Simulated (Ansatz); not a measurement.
# WSe2: energy and stress against strain

Aim: for WSe2, see how energy and stress answer to the strain pattern (0, 1, 0, 0, 0, 0).

Program: Ansatz 0.2.0. Level of theory: DFT PBEsol, scalar-relativistic, plane waves, PAW. These are calculated values, not measurements.

### 1 The starting structure

Symmetry: P-6m2, No. 187, hexagonal system. Conventional cell: a = 3.318 Å, b = 3.318 Å, c = 16.658 Å, α = 90.00°, β = 90.00°, γ = 120.00°. W (site symmetry -6m2) has 6 Se at 2.54 Å in its first shell of neighbours. Around Se (site symmetry 3m) lie 3 W at 2.54 Å.

As a file:

```xyz
3
Lattice="3.3179 0.0000 0.0000 -1.6590 2.8734 0.0000 0.0000 0.0000 16.6581" Properties=species:S:1:pos:R:3 pbc="T T T"
W     0.0000    0.0000    0.0000
Se    0.0000    1.9156    1.6623
Se    0.0000    1.9156   14.9959
```

It goes back to an entry of the Materials Project, which need not be the stable form.

The cell is taken as given, not relaxed at this level.

### 2 The reference cell

Reference values: F = -21106.7061 eV; pressure -1.09 GPa; largest force 0.130 eV/Å; gap on the mesh 1.52 eV. It was computed beforehand with the settings of the runs below.

### 3 Setting up energy and stress against strain

The cell is strained by ε times the Voigt pattern (0, 1, 0, 0, 0, 0) (xx, yy, zz, yz, xz, xy; engineering shear), with fractional coordinates fixed (clamped ions). The stress on the pattern is the sum of the stress components weighted by it, tension positive.

### 4 Point ε = -0.0600

Contents of input.yaml:

```yaml
crystal:
  lattice:
    - [3.3179375931, 0.0, 0.0]
    - [-1.6589687966, 2.7010131492, 0.0]
    - [0.0, 0.0, 16.65814242]
  atoms:
    - { symbol: W, position: [0.0, 0.0, 0.0] }
    - { symbol: Se, position: [0.3333333333, 0.6666666667, 0.09978652] }
    - { symbol: Se, position: [0.3333333333, 0.6666666667, 0.90021348] }
basis:
  ecutwfc: 420
kpoints:
  mp_grid: { grid: [12, 12, 2] }
hamiltonian:
  xc: pbesol
scf:
  occupations: { method: gaussian, width: 0.05 }
output:
  forces: true
  stress: true
  eigenvalues: true
```

The run is started by

```
$ ansatz run input.yaml --threads 1 --pin off --max-ram 2560MiB --backend cpu --events-out ev --progress --plain --runs-dir out
```

### 5 At ε = 0.0450

Edit input.yaml of step 4 so:

```diff
@@ -3,3 +3,3 @@
     - [3.3179375931, 0.0, 0.0]
-    - [-1.6589687966, 2.7010131492, 0.0]
+    - [-1.6589687966, 3.0027220648, 0.0]
     - [0.0, 0.0, 16.65814242]
```

### 6 ε = -0.0300

Edit input.yaml of step 5 so:

```diff
@@ -3,3 +3,3 @@
     - [3.3179375931, 0.0, 0.0]
-    - [-1.6589687966, 3.0027220648, 0.0]
+    - [-1.6589687966, 2.7872156965, 0.0]
     - [0.0, 0.0, 16.65814242]
@@ -21 +21,5 @@
   eigenvalues: true
+  write_density: true
+  write_potential: true
+  elf: true
+  volumetric_format: npy
```

### 7 ε = 0.0150

Edit input.yaml of step 6 so:

```diff
@@ -3,3 +3,3 @@
     - [3.3179375931, 0.0, 0.0]
-    - [-1.6589687966, 2.7872156965, 0.0]
+    - [-1.6589687966, 2.9165195174, 0.0]
     - [0.0, 0.0, 16.65814242]
@@ -21,5 +21 @@
   eigenvalues: true
-  write_density: true
-  write_potential: true
-  elf: true
-  volumetric_format: npy
```

### 8 ε = 0.0600

Edit input.yaml of step 7 so:

```diff
@@ -3,3 +3,3 @@
     - [3.3179375931, 0.0, 0.0]
-    - [-1.6589687966, 2.9165195174, 0.0]
+    - [-1.6589687966, 3.0458233384, 0.0]
     - [0.0, 0.0, 16.65814242]
@@ -21 +21,5 @@
   eigenvalues: true
+  write_density: true
+  write_potential: true
+  elf: true
+  volumetric_format: npy
```

### 9 At ε = -0.0450

Edit input.yaml of step 8 so:

```diff
@@ -3,3 +3,3 @@
     - [3.3179375931, 0.0, 0.0]
-    - [-1.6589687966, 3.0458233384, 0.0]
+    - [-1.6589687966, 2.7441144228, 0.0]
     - [0.0, 0.0, 16.65814242]
@@ -21,5 +21 @@
   eigenvalues: true
-  write_density: true
-  write_potential: true
-  elf: true
-  volumetric_format: npy
```

### 10 Point ε = 0.0300

Edit input.yaml of step 9 so:

```diff
@@ -3,3 +3,3 @@
     - [3.3179375931, 0.0, 0.0]
-    - [-1.6589687966, 2.7441144228, 0.0]
+    - [-1.6589687966, 2.9596207911, 0.0]
     - [0.0, 0.0, 16.65814242]
```

### 11 ε = -0.0150

Edit input.yaml of step 10 so:

```diff
@@ -3,3 +3,3 @@
     - [3.3179375931, 0.0, 0.0]
-    - [-1.6589687966, 2.9596207911, 0.0]
+    - [-1.6589687966, 2.8303169701, 0.0]
     - [0.0, 0.0, 16.65814242]
```

### 12 Point ε = 0.0525

Edit input.yaml of step 11 so:

```diff
@@ -3,3 +3,3 @@
     - [3.3179375931, 0.0, 0.0]
-    - [-1.6589687966, 2.8303169701, 0.0]
+    - [-1.6589687966, 3.0242727016, 0.0]
     - [0.0, 0.0, 16.65814242]
```

(Steps that only read results are left out.)

What does the calculation give? Wanted: slope of the stress at ε = 0, over ±0.0150.

**Answer**, as computed:

| quantity | value |
| --- | --- |
| slope of the stress at ε = 0, over ±0.0150 | 85 GPa |

What this shows: The slope of the stress at zero strain, 85 GPa, estimates C22 with clamped ions in this Cartesian frame; letting the atoms relax could not make it stiffer. The reference stands under -1.1 GPa, so this is no zero-stress constant. The energy drops below the reference, by 3.7 meV/atom at ε = -0.0150; the cell was taken as given and not relaxed at this level. The gap on the mesh stays between 1.25 and 1.71 eV. These runs have no spin-orbit coupling; with W it would split and shift bands. The cell holds empty space of several Å, a single layer or slab in vacuum, so volume, pressure and the long edge depend on that space.
